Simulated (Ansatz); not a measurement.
# Ionic part of the dielectric constant of GaAs at 12 GPa, mode by mode

These are results of DFT LDA, scalar-relativistic, plane waves, PAW in Ansatz, not measurements. Plane waves to 420 eV; Γ-centred k mesh 12×12×12; fixed occupations. No spin polarisation. Phonons by linear response, acoustic sum rule imposed.

The structure is cubic, space group F-43m (No. 216). The conventional cell has a = 5.380 Å, b = 5.380 Å, c = 5.380 Å, α = 90.00°, β = 90.00°, γ = 90.00°. Ga (site symmetry -43m) is surrounded by 4 As at 2.33 Å. As (site symmetry -43m) has 4 Ga at 2.33 Å as nearest neighbours.

At this pressure the crystal is close to a known change of phase. The run warned that the force constants aren't converged on this k mesh, so the frequencies and all that is formed from them are rough.

The primitive cell has V = 38.93 Å³ and ε∞,yy = 11.775. Each polar mode adds Δε = (4.92064×10⁷/V)·S/ν² along y, with S its oscillator strength in e²/amu, ν in cm⁻¹ and V in Å³.

Question: From these modes, find each Δε and ε0,yy.
```
ν (cm⁻¹) S_yy (e²/amu)
   311.1        0.09405
```

Answer:
```json
{"ν (cm⁻¹)": "311.1", "Δε": "1.23"}
```

The sum is 1.228, so ε0,yy = 13.00; the run's tensor has 13.00.

Question: Where do the longitudinal modes lie for a wave vector along y?

Answer: At 327 cm⁻¹. The Lyddane–Sachs–Teller product Π(ν_LO/ν_TO)² = 1.10 matches ε0/ε∞ = 1.10.

Cost: 1 run of about 2.6 core-minutes, on Intel Xeon Platinum 8488C (Sapphire Rapids) (shared hosts).

The dielectric response of compressed GaAs is overwhelmingly electronic: the lattice adds only 1.23 to an ε∞ of 11.775. This is what a mainly covalent, weakly polar semiconductor should show. The bonding and antibonding sp³ states are close enough in energy for the valence electrons to polarise easily, while the Ga and As sublattices carry modest dynamical charges and are held by stiff bonds. Since the ionic term scales as S/ν², both factors keep it small, and its minor share would survive a sizeable error in the frequency.

The narrow gap between the transverse mode at 311.1 cm⁻¹ and the longitudinal one at 327 cm⁻¹ has the same origin, as the strong electronic screening weakens the macroscopic field that stiffens the longitudinal motion. ε∞ itself is probably somewhat too large, because LDA tends to underestimate the excitation energies that govern it. The Lyddane–Sachs–Teller match shows internal consistency, not accuracy. A real polar mode at Γ doesn't establish that the zincblende structure is stable at this pressure.
